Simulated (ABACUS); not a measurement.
Crystal: Pd.

```
Pd
1.0
     0.00000    1.94650    1.94650
     1.94650    0.00000    1.94650
     1.94650    1.94650    0.00000
Pd
1
Cartesian
  0.0000 0.0000 0.0000
```

```yaml
Program: ABACUS 3.10.1
Task: relaxation of cell and atoms
Functional: BLYP
Potentials_or_basis: Ansatz NC PBE
Cutoff: 1116 eV
Density_cutoff: 4463 eV
Basis: plane waves
k_mesh: 10 × 10 × 10
Occupations: fermi-dirac, width 0.05 eV
Spin: no spin polarisation
```

At the start: pressure 18.0 GPa; volume 14.75 Å³/atom.

Q: How do energy, volume and symmetry change on relaxing?

A: Over 7 steps the energy falls by 78.3 meV/atom and the volume is 16.29 Å³/atom (+10.4 %); space group Fm-3m (No. 225, to 0.05 Å).

The path:
```tsv
step	energy change (eV)	largest force (eV/Å)	pressure (GPa)	volume (Å³)
1	0.0000	0.0000	18.05	14.75
2	0.0489	0.0000	-14.78	18.74
3	-0.0782	0.0000	-0.48	16.35
4	-0.0782	0.0000	-0.58	16.35
5	-0.0782	0.0000	0.64	16.22
6	-0.0783	0.0000	-0.04	16.29
7	-0.0783	0.0000	-0.02	16.29
```

Final structure:
```xyz
1
Lattice="0.0000 2.0120 2.0120 2.0120 0.0000 2.0120 2.0120 2.0120 0.0000" Properties=species:S:1:pos:R:3 pbc="T T T"
Pd    0.0000    0.0000    0.0000
```

Caveat: the potentials were made for another functional, which shifts forces and pressure; the volume moved by +10 % from the deposited cell, more than functionals usually miss.
